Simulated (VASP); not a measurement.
# NaF (CsCl): gaps by functional in VASP

```xyz
2
Lattice="2.7935 0.0000 0.0000 0.0000 2.7935 0.0000 0.0000 0.0000 2.7935" Properties=species:S:1:pos:R:3 pbc="T T T"
Na    0.0000    0.0000    0.0000
F     1.3967    1.3967    1.3967
```

All runs share this cell. Band v is the last that the valence electrons fill when counted band by band, and c is the next. A negative gap between them is a band overlap, as in a metal.

```json
{"level": "PBE", "gap (eV)": "6.11", "least direct gap (eV)": "6.45", "pressure (GPa)": "4.2"}
{"level": "r²SCAN", "gap (eV)": "7.12", "least direct gap (eV)": "7.45", "pressure (GPa)": "-0.9"}
{"level": "LDA", "gap (eV)": "5.78", "least direct gap (eV)": "6.13", "pressure (GPa)": "-3.6"}
{"level": "PBEsol", "gap (eV)": "5.98", "least direct gap (eV)": "6.32", "pressure (GPa)": "1.4"}
```
